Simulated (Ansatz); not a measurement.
Input and command of a calculation in Ansatz (plane waves; scalar-relativistic PAW potentials unless the input names others):

```yaml
crystal:
  lattice:
    - [3.2790275604, 0.0, 0.0]
    - [-1.6395137802, 2.839721167, 0.0]
    - [0.0, 0.0, 12.7886113462]
  atoms:
    - { symbol: W, position: [0.3041917037, 0.6453335132, 0.25] }
    - { symbol: W, position: [0.6666602872, 0.3333286632, 0.75] }
    - { symbol: Se, position: [0.3332459753, 0.6666027162, 0.6182912225] }
    - { symbol: Se, position: [0.700681479, 0.3582339042, 0.1182912225] }
    - { symbol: Se, position: [0.3332459753, 0.6666027162, 0.8817087775] }
    - { symbol: Se, position: [0.700681479, 0.3582339042, 0.3817087775] }
basis:
  ecutwfc: "36.7 Ry"
  precision: f64
kpoints:
  mp_grid: { grid: [12, 12, 2] }
hamiltonian:
  xc: pbe
  dispersion: d3bj
scf:
  occupations: { method: gaussian, width: 0.05 }
  eigensolver: { kind: davidson }
output:
  forces: true
  eigenvalues: true
  stress: true
```

```bash
ansatz run input.yaml --threads 2 --pin off --max-ram 5120MiB --backend cpu --events-out ev --progress --plain --runs-dir out
```

Abridged log:
```
Pseudopotentials: kind: paw
Pseudopotential: W, paw, valence charge 14, recommended cutoff 420 eV (normal)
Pseudopotential: Se, paw, valence charge 16, recommended cutoff 420 eV (normal)
Functional definition: PBE
Crystal: 6 atoms, lattice volume = 119.081 Å³
Basis set: ecut = 499.32893761 eV, 2945 PW (Γ), exchange–correlation on 48×48×192 points (8 copies of the dense FFT grid, shifted against one another)
Bands: 56, of which v1, the nominal top of the filled ones, is band 46 counted from 1 (45 counted from 0)
Symmetry: 2 space group operations
Space group: Pm (ITA 6), of the structure as read, at distance tolerance 4.9e-5 Å
k-points: 148 of 288 (time reversal used)
Initial density: superposition of atomic densities (neutral atoms: chi_scale 0, normalization atom), corrected by the library's trained network
Initial wavefunctions: pseudopotential atomic-orbital guess
Functional: x = pbe(κ = 0.804, μ = 0.21951497), c = pbe(β = 0.06672455)
SCF iter   1: F=—  HF=-42651.681408 eV  |F-HF|=—  |Δ(HF+E_count)|=         —  Δρ=4.58e-3  dr2=1.13e-2  ethr=1.77e-3  ⟨swp⟩=5.9  Hψ=32374  notcnv=0
SCF iter   2: F=—  HF=-42651.688856 eV  |F-HF|=—  |Δ(HF+E_count)|=   7.45e-3  Δρ=2.62e-3  dr2=2.65e-3  ethr=1.23e-5  ⟨swp⟩=3.3  Hψ=16958  notcnv=0  defer=5
SCF iter   3: F=—  HF=-42651.692702 eV  |F-HF|=—  |Δ(HF+E_count)|=   3.85e-3  Δρ=6.99e-4  dr2=1.01e-3  ethr=2.88e-6  ⟨swp⟩=3.8  Hψ=17872  notcnv=0
automatic band count: iteration 3 solves 52 bands in place of 56: the levels show a gap, and the empty bands left out lie too high to hold charge; the band table lists the bands solved (type scf.n_extra_bands for more)
SCF iter   4: F=—  HF=-42651.692748 eV  |F-HF|=—  |Δ(HF+E_count)|=   4.58e-5  Δρ=1.21e-4  dr2=1.84e-5  ethr=1.85e-8  ⟨swp⟩=4.0  Hψ=37452  notcnv=0
SCF iter   5: F=—  HF=-42651.692745 eV  |F-HF|=—  |Δ(HF+E_count)|=   3.12e-6  Δρ=3.61e-5  dr2=2.46e-6  ethr=1.85e-8  ⟨swp⟩=3.5  Hψ=17100  notcnv=0
SCF iter   6: F=—  HF=-42651.692745 eV  |F-HF|=—  |Δ(HF+E_count)|=   3.30e-7  Δρ=1.56e-5  dr2=5.17e-7  ethr=2.67e-9  ⟨swp⟩=3.2  Hψ=19841  notcnv=0
SCF iter   7: F=-42651.692746 eV  HF=-42651.692746 eV  |F-HF|=8.06e-9  |Δ(HF+E_count)|=   5.99e-8  Δρ=6.00e-6  dr2=6.58e-8  ethr=5.62e-10  ⟨swp⟩=3.2  Hψ=16146  notcnv=0
the search or the solves at the SCF's close seem to have found levels that the self-consistency loop had missed (the run counts 1). By its estimate they hold under 1e-12 electrons; where the run keeps them, the occupations were computed again with them
SCF 1 converged in 7 iterations: F = -42651.692746 eV  dr2 = 6.58e-8
  Residual-converged pass: ⟨swp⟩=3.3  Hψ=20012  notcnv=0  max |occ|·‖R‖ = 6.7e-6 eV (tolerance 6.7e-6 eV) dr2=6.78e-8  dr2_onsite=2.45e-9  max |Δocc| = 6.5e-39
SCF converged after 7 iterations
Free energy (F): -42651.692746 eV
Harris-Foulkes:  -42651.692746 eV  (|F-HF|=8.06e-9)
Internal energy: -42651.692746 eV  (E = F + TS)
E sigma→0 (E₀):  -42651.692746 eV
Fermi energy:    13.745925 eV
  E_disp       = -2.853766  (pairwise vdW)
--- Forces (eV/Å), atoms counted from 1 ---
  atom   1  W      2.55622181     2.36188013     0.00000000
  atom   2  W      0.00302585     0.00179963     0.00000000
  atom   3  Se     0.00117239     0.00262653     0.00057628
  atom   4  Se    -1.28079767    -1.18446694    -0.40903082
  atom   5  Se     0.00117239     0.00262653    -0.00057628
  atom   6  Se    -1.28079767    -1.18446694     0.40903082
--- Stress (GPa, compression-positive) ---
        1.920720       1.295132       0.000000
        1.295132      -0.785222       0.000000
        0.000000       0.000000       1.802938
  P = ⅓ Tr σ = 0.9795 GPa (9.795 kbar)
```

Apart from outputs and empty bands, the input differs from a reference run on usual settings in scf.eigensolver.kind: not typed → "davidson"; basis.precision: not typed → "f64"; basis.ecutwfc: 420 → "36.7 Ry". The reference, at the same geometry (not necessarily relaxed), gave pressure 0.99 GPa, largest force 3.480 eV/Å, gap on the mesh 0.87 eV. This run converged in 7 SCF iterations (reference: 7) with an energy at zero smearing 0.63 meV/atom below the reference's, pressure 0.98 GPa, largest force 3.480 eV/Å, gap on the mesh 0.87 eV.

The run took 92 s on 2 threads of Intel(R) Xeon(R) Processor @ 2.70GHz (shared host), peak memory 0.87 GiB.